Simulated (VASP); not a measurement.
# SiNi (Pnma) in VASP: notebook, part 2 of 2

VASP 6.6.1.

## 3. Density of states, PBE, collinear spin, ferromagnetic start

The input, POSCAR:

```
SiNi
1.0
    5.1731000000      0.0000000000      0.0000000000
    0.0000000000      3.3381000000      0.0000000000
    0.0000000000      0.0000000000      5.6049000000
Ni Si
4 4
Direct
    0.9922100000      0.7500000000      0.8124800000
    0.5077900000      0.2500000000      0.3124800000
    0.4922100000      0.7500000000      0.6875200000
    0.0077900000      0.2500000000      0.1875200000
    0.6787200000      0.2500000000      0.9175000000
    0.8212800000      0.7500000000      0.4175000000
    0.1787200000      0.2500000000      0.5825000000
    0.3212800000      0.7500000000      0.0825000000
```

The input, INCAR.step1:

```
SYSTEM = SiNi
PREC = Accurate
ENCUT = 520
EDIFF = 1E-7
ISMEAR = 0
SIGMA = 0.02
LREAL = .FALSE.
LASPH = .TRUE.
NELM = 100
ALGO = Normal
ISIF = 2
LWAVE = .FALSE.
LCHARG = .TRUE.
ISPIN = 2
MAGMOM = 1 1 1 1 0 0 0 0
LMAXMIX = 4
GGA = PE
```

The input, KPOINTS.step1:

```
Automatic mesh
0
G
  4 6 4
  0 0 0
```

The input, INCAR.step2:

```
SYSTEM = SiNi
PREC = Accurate
ENCUT = 520
EDIFF = 1E-7
ISMEAR = -5
SIGMA = 0.02
LREAL = .FALSE.
LASPH = .TRUE.
NELM = 100
ALGO = Normal
ISIF = 2
LWAVE = .FALSE.
LCHARG = .FALSE.
ISPIN = 2
MAGMOM = 1 1 1 1 0 0 0 0
LORBIT = 10
LMAXMIX = 4
GGA = PE
NEDOS = 2001
ICHARG = 11
```

The input, KPOINTS.step2:

```
Automatic mesh
0
G
  6 9 6
  0 0 0
```

Potentials or basis: VASP PAW PBE potentials, release 64 (Ni, Si).

The run is started by

```console
> cat potpaw_PBE.64/Ni/POTCAR potpaw_PBE.64/Si/POTCAR > POTCAR
> cp INCAR.step1 INCAR
> cp KPOINTS.step1 KPOINTS
> mpirun -np 1 vasp_std > vasp.out
> cp INCAR.step2 INCAR
> cp KPOINTS.step2 KPOINTS
> mpirun -np 1 vasp_std > vasp.out
```

OUTCAR:

```text
SYSTEM = SiNi
   PREC = Accurate
   ENCUT = 520
   EDIFF = 1E-7
   ISMEAR = -5
   LREAL = .FALSE.
   LASPH = .TRUE.
   NELM = 100
   ISIF = 2
   ISPIN = 2
   LORBIT = 10
   GGA = PE
   ICHARG = 11

 ion  position               nearest neighbor table
   1  0.992  0.750  0.812-   8 2.28   7 2.32   7 2.32   6 2.38   5 2.40   5 2.40   3 2.68   3 2.68
                             4 2.69   4 2.69
   2  0.508  0.250  0.312-   7 2.28   8 2.32   8 2.32   5 2.38   6 2.40   6 2.40   4 2.68   4 2.68
                             3 2.69   3 2.69
   3  0.492  0.750  0.688-   6 2.28   5 2.32   5 2.32   8 2.38   7 2.40   7 2.40   1 2.68   1 2.68
                             2 2.69   2 2.69
   4  0.008  0.250  0.188-   5 2.28   6 2.32   6 2.32   7 2.38   8 2.40   8 2.40   2 2.68   2 2.68
                             1 2.69   1 2.69
   5  0.679  0.250  0.917-   4 2.28   3 2.32   3 2.32   2 2.38   1 2.40   1 2.40   8 2.66   8 2.66

   6  0.821  0.750  0.417-   3 2.28   4 2.32   4 2.32   1 2.38   2 2.40   2 2.40   7 2.66   7 2.66

   7  0.179  0.250  0.583-   2 2.28   1 2.32   1 2.32   4 2.38   3 2.40   3 2.40   6 2.66   6 2.66

   8  0.321  0.750  0.083-   1 2.28   2 2.32   2 2.32   3 2.38   4 2.40   4 2.40   5 2.66   5 2.66

  LATTYP: Found a simple orthorhombic cell.
 ALAT       =     3.3381000000
 B/A-ratio  =     1.5497139091
 C/A-ratio  =     1.6790689314

  Lattice vectors:

 A1 = (   0.0000000000,  -3.3381000000,   0.0000000000)
 A2 = (   5.1731000000,   0.0000000000,   0.0000000000)
 A3 = (   0.0000000000,   0.0000000000,   5.6049000000)

Analysis of symmetry for initial positions (statically):
=====================================================================
 Subroutine PRICEL returns:
 Original cell was already a primitive cell.

 Routine SETGRP: Setting up the symmetry group for a
 simple orthorhombic supercell.

 Subroutine GETGRP returns: Found  8 space group operations
 (whereof  2 operations were pure point group operations)
 out of a pool of  8 trial point group operations.

The static configuration has the point symmetry S_2 .
 The point group associated with its full space group is D_2h.

Analysis of symmetry for dynamics (positions and initial velocities):
=====================================================================
 Subroutine PRICEL returns:
 Original cell was already a primitive cell.

 Routine SETGRP: Setting up the symmetry group for a
 simple orthorhombic supercell.

 Subroutine GETGRP returns: Found  8 space group operations
 (whereof  2 operations were pure point group operations)
 out of a pool of  8 trial point group operations.

The dynamic configuration has the point symmetry S_2 .
 The point group associated with its full space group is D_2h.

Analysis of structural, dynamic, and magnetic symmetry:
=====================================================================
 Subroutine PRICEL returns:
 Original cell was already a primitive cell.

 Routine SETGRP: Setting up the symmetry group for a
 simple orthorhombic supercell.

 Subroutine GETGRP returns: Found  8 space group operations
 (whereof  2 operations were pure point group operations)
 out of a pool of  8 trial point group operations.

The overall configuration has the point symmetry S_2 .
 The point group associated with its full space group is D_2h.

 Subroutine INISYM returns: Found  8 space group operations
 (whereof  2 operations are pure point group operations),
 and found     1 'primitive' translations

[... 116 lines left out ...]
   POTIM  = 0.5000    time-step for ionic-motion
   TEBEG  =    0.0;   TEEND  =   0.0 temperature during run
   PSTRESS=    0.0 pullay stress
   NELECT =      56.0000    total number of electrons
   NUPDOWN=      -1.0000    fix difference up-down
   EMIN   =  10.00;   EMAX   =-10.00  energy-range for DOS
   EFERMI =   0.00;   METHOD = LEGACY
   ISMEAR =    -5;   SIGMA  =   0.02  broadening in eV -4-tet -1-fermi 0-gaus
   EFERMI_NEDOS =   21; number of points for ismear=-14 and -15
   IALGO  =     38    algorithm
   IMIX   =      4    mixing-type and parameters
     AMIX     =   0.40;   BMIX     =  1.00
     AMIX_MAG =   1.60;   BMIX_MAG =  1.00
  volume/ion in A,a.u.               =      12.10        81.64
  Fermi-wavevector in a.u.,A,eV,Ry     =   1.364158  2.577886 25.319466  1.860928
  Thomas-Fermi vector in A             =   2.490499
   LORBIT       =     10    0 simple, 1 ext, 2 COOP (PROOUT), +10 PAW based schemes
   GGA     = PE    functional components
   LHFCALC =     F    Hartree Fock is set to
   AEXX    =    0.0000 exact exchange contribution
   IVDW    =     0    specifies the selected vdW correction
   LEPSILON=     F    determine dielectric tensor
   LRPA    =     F    only Hartree local field effects (RPA)
 spin polarized calculation
 Fermi weights with tetrahedron method with Bloechl corrections
  energy-cutoff  :      520.00
  volume of cell :       96.79
 maximum number of plane-waves:      2638
 NGX is ok and might be reduce to    40

 number of electron      55.9999991 magnetization      -0.0000093

 Free energy of the ion-electron system (eV)
  ---------------------------------------------------
  ext. energy  EPLUGINS =         0.00000000
  ---------------------------------------------------
  free energy    TOTEN  =       -47.58534165 eV

  energy without entropy =      -47.58534165  energy(sigma->0) =      -47.58534165

 E-fermi :  10.4737     XC(G=0): -12.2173

 val. band max:       10.5972141417   @ k =   0.0000   0.0000   0.3333
 cond. band min:      10.3904084320   @ k =   0.1667   0.4444   0.0000
 fundamental gap:     -0.2068057096
 Fermi energy:        10.4736776205

 spin component 1

 k-point     1 :       0.0000    0.0000    0.0000
  band No.  band energies     occupation
      1      -2.5625      1.00000
      2       0.7429      1.00000
      3       2.1004      1.00000
      4       2.5973      1.00000
      5       3.9255      1.00000
      6       4.4000      1.00000
[... 901 lines left out ...]
     34      14.7900      0.00000
     35      14.7995      0.00000

 [... further k-points ...]

 spin component 2

 k-point     1 :       0.0000    0.0000    0.0000
  band No.  band energies     occupation
      1      -2.5625      1.00000
      2       0.7429      1.00000
      3       2.1004      1.00000
      4       2.5973      1.00000
      5       3.9255      1.00000
      6       4.4000      1.00000
[... 901 lines left out ...]
     34      14.7991      0.00000
     35      14.7995      0.00000

 [... further k-points ...]
[... 5 lines left out ...]
  --------------------------------------------------------------------------------------
  -------------------------------------------------------------------------------------
  Total        0.3559566      0.1036685     -0.0378876      0.0000000      0.0000000      0.0000000
  in kB        5.8923632      1.7160878     -0.6271762      0.0000000      0.0000000      0.0000000
  external PRESSURE =       2.3270916 kB  Pullay stress =       0.0000000 kB

 VOLUME and BASIS-vectors are now :
 -----------------------------------------------------------------------------
  energy-cutoff  :      520.00
  volume of cell :       96.79
      direct lattice vectors                 reciprocal lattice vectors
     5.173100000  0.000000000  0.000000000     0.193307688  0.000000000  0.000000000
     0.000000000  3.338100000  0.000000000     0.000000000  0.299571613  0.000000000
     0.000000000  0.000000000  5.604900000     0.000000000  0.000000000  0.178415315

 POSITION                                       TOTAL-FORCE (eV/Angst)
 -----------------------------------------------------------------------------------
      5.13280      2.50357      4.55387        -0.044518      0.000000     -0.014397
      2.62685      0.83452      1.75142         0.044518      0.000000     -0.014397
      2.54625      2.50357      3.85348        -0.044518      0.000000      0.014397
      0.04030      0.83452      1.05103         0.044518     -0.000000      0.014397
      3.51109      0.83452      5.14250        -0.004757      0.000000     -0.026910
      4.24856      2.50357      2.34005         0.004757      0.000000     -0.026910
      0.92454      0.83452      3.26485        -0.004757     -0.000000      0.026910
      1.66201      2.50357      0.46240         0.004757      0.000000      0.026910
 -----------------------------------------------------------------------------------
    total drift:                               -0.000000      0.000000     -0.000000

  FREE ENERGIE OF THE ION-ELECTRON SYSTEM (eV)
  ---------------------------------------------------
  free  energy   TOTEN  =       -47.5853416539 eV

  energy  without entropy=      -47.5853416539  energy(sigma->0) =      -47.58534165

 total charge

# of ion       s       p       d       tot
------------------------------------------
    1        0.498   0.641   8.444   9.583
    2        0.498   0.641   8.444   9.583
    3        0.498   0.641   8.444   9.583
    4        0.498   0.641   8.444   9.583
    5        0.761   0.855   0.000   1.616
    6        0.761   0.855   0.000   1.616
    7        0.761   0.855   0.000   1.616
    8        0.761   0.855   0.000   1.616
--------------------------------------------------
tot          5.037   5.981  33.776  44.794

 magnetization (x)

# of ion       s       p       d       tot
------------------------------------------
    1       -0.000  -0.000  -0.000  -0.000
    2       -0.000  -0.000  -0.000  -0.000
    3       -0.000  -0.000  -0.000  -0.000
    4       -0.000  -0.000  -0.000  -0.000
    5        0.000   0.000   0.000   0.000
    6        0.000   0.000   0.000   0.000
    7        0.000   0.000   0.000   0.000
    8        0.000   0.000   0.000   0.000
--------------------------------------------------
tot         -0.000  -0.000  -0.000  -0.000
```

Wall time 12 min (1 thread of AMD EPYC 7R43 (Zen 3), shared host); peak memory 0.46 GiB.

What came out:

```
Net moment                                            : 0.00 μB per cell
Valence electrons inside the program's atomic spheres : Ni 9.58; Si 1.62
```

States per cell in windows of 0.5 eV (zero at the Fermi level; states under -8 eV left out):
```
from (eV)    up  down  Ni1_d_down  Ni2_d_down  Ni3_d_down  Ni4_d_down  Ni1_d_up  Ni2_d_up
     -8.0  0.75  0.75        0.03        0.03        0.03        0.03      0.03      0.03
     -7.5  0.08  0.08        0.00        0.00        0.00        0.00      0.00      0.00
     -7.0  0.10  0.10        0.00        0.00        0.00        0.00      0.00      0.00
     -6.5  0.74  0.74        0.04        0.04        0.04        0.04      0.04      0.04
     -6.0  0.88  0.88        0.06        0.06        0.06        0.06      0.06      0.06
     -5.5  0.98  0.98        0.09        0.09        0.09        0.09      0.09      0.09
     -5.0  0.87  0.87        0.10        0.10        0.10        0.10      0.10      0.10
     -4.5  1.77  1.77        0.25        0.25        0.25        0.25      0.25      0.25
     -4.0  3.22  3.22        0.57        0.57        0.57        0.57      0.57      0.57
     -3.5  3.47  3.47        0.67        0.67        0.67        0.67      0.67      0.67
     -3.0  3.65  3.65        0.73        0.73        0.73        0.73      0.73      0.73
     -2.5  4.06  4.06        0.90        0.90        0.90        0.90      0.90      0.90
     -2.0  2.17  2.17        0.43        0.43        0.43        0.43      0.43      0.43
     -1.5  1.11  1.11        0.17        0.17        0.17        0.17      0.17      0.17
     -1.0  0.59  0.59        0.09        0.09        0.09        0.09      0.09      0.09
     -0.5  0.57  0.57        0.08        0.08        0.08        0.08      0.08      0.08
      0.0  0.59  0.59        0.07        0.07        0.07        0.07      0.07      0.07
      0.5  0.82  0.82        0.09        0.09        0.09        0.09      0.09      0.09
      1.0  0.73  0.73        0.07        0.07        0.07        0.07      0.07      0.07
      1.5  0.80  0.80        0.08        0.08        0.08        0.08      0.08      0.08
      2.0  0.73  0.73        0.06        0.06        0.06        0.06      0.06      0.06
      2.5  0.67  0.67        0.05        0.05        0.05        0.05      0.05      0.05
      3.0  0.87  0.87        0.06        0.06        0.06        0.06      0.06      0.06
      3.5  0.64  0.64        0.04        0.04        0.04        0.04      0.04      0.04
      4.0  0.66  0.66        0.03        0.03        0.03        0.03      0.03      0.03
      4.5  0.40  0.40        0.02        0.02        0.02        0.02      0.02      0.02
      5.0  0.07  0.07        0.00        0.00        0.00        0.00      0.00      0.00
      5.5  0.00  0.00        0.00        0.00        0.00        0.00      0.00      0.00
```

Caveat: tetrahedron occupations give inexact forces and stress in metals.
